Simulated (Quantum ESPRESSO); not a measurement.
TePb under changes of volume

One of the cells (32.055 Å³/atom); the others are scaled copies at fixed shape and fractional positions:

```
Pb Te
1.0
     4.00229    0.00000    0.00000
     0.00000    4.00229    0.00000
     0.00000    0.00000    4.00229
Pb Te
1 1
Direct
  0.00000 0.00000 0.00000
  0.50000 0.50000 0.50000
```

Measurements of this composition are mostly on another form, of space group No. 225.

| Quantity | Value |
| --- | --- |
| Program | Quantum ESPRESSO 7.5 |
| Functional | PBE |
| Potentials or basis | SSSP 1.3 efficiency PBE |
| Cutoff | 748 eV |
| Density cutoff | 5987 eV |
| k mesh | 7 × 7 × 7 |
| Occupations | fermi-dirac, width 0.05 eV |
| Spin | no spin polarisation |

| volume (Å³/atom) | energy over the lowest point (meV/atom) | pressure (GPa) |
| --- | --- | --- |
| 30.132 | 15.68 | 2.6 |
| 30.773 | 6.70 | 1.6 |
| 31.414 | 1.59 | 0.7 |
| 32.055 | 0.00 | -0.1 |
| 32.696 | 1.61 | -0.9 |
| 33.337 | ? | ? |
| 33.978 | 13.31 | -2.2 |

Problem. What does the run at 33.337 Å³/atom give?

Solution. Energy over the lowest point 6.14 meV/atom; pressure -1.6 GPa.

Worked out: A Birch-Murnaghan fit of order 3 (a polynomial in V^(-2/3)) to the other rows has its minimum at 32.04 Å³/atom with B0 = V·E''(V) = 40 GPa and B' = 3.7. It gives 6.13 meV/atom at 33.337 Å³/atom, against the run's 6.14, and -dE/dV = -1.5 GPa, against -1.6.

Energies are extrapolated to zero smearing.
